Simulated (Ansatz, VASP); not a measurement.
## One calculation of TaN, two programs

```
Ta N
1.0
     2.92387    0.00000    0.00000
    -1.46193    2.53215    0.00000
     0.00000    0.00000    2.87049
Ta N
1 1
Direct
  0.00000 0.00000 0.50000
  0.66667 0.33333 0.00000
```

Alike in both runs: functional PBEsol; k mesh 18 × 18 × 14; occupations gaussian, width 0.1 eV; no spin polarisation.

Ansatz relaxed the structure, and its values are those at the end. VASP's run is a single point on that final structure, the one shown.

|  | VASP | Ansatz |
| --- | --- | --- |
| version | VASP 6.6.1 | Ansatz 0.2.0 |
| potentials or method | VASP PAW PBE potentials, release 64 (Ta_pv, N) | scalar-relativistic, plane waves, PAW |
| plane-wave cutoff (eV) | 520 | 420 |
| valence electrons in the cell | 16 | 18 |

VASP gave:

```
gap on the k mesh at the Fermi level (eV) : none
pressure (GPa)                            : 0.9
```

Task: Which values does Ansatz return?

Result: gap on the k mesh at the Fermi level (eV): none; pressure (GPa): 0.0.

A gap of «none» marks a metal or a gap that the smearing closes. With one functional, cell and mesh, what is left measures potentials, basis and numerics. The two sets of potentials don't hold the same shells in valence. Ansatz warned: «pseudo_functional_mismatch».

Caveats: the PAW data sets were made with another functional, which shifts forces and pressure a little (VASP). Spin-orbit coupling is left out, which matters for the levels of Ta.
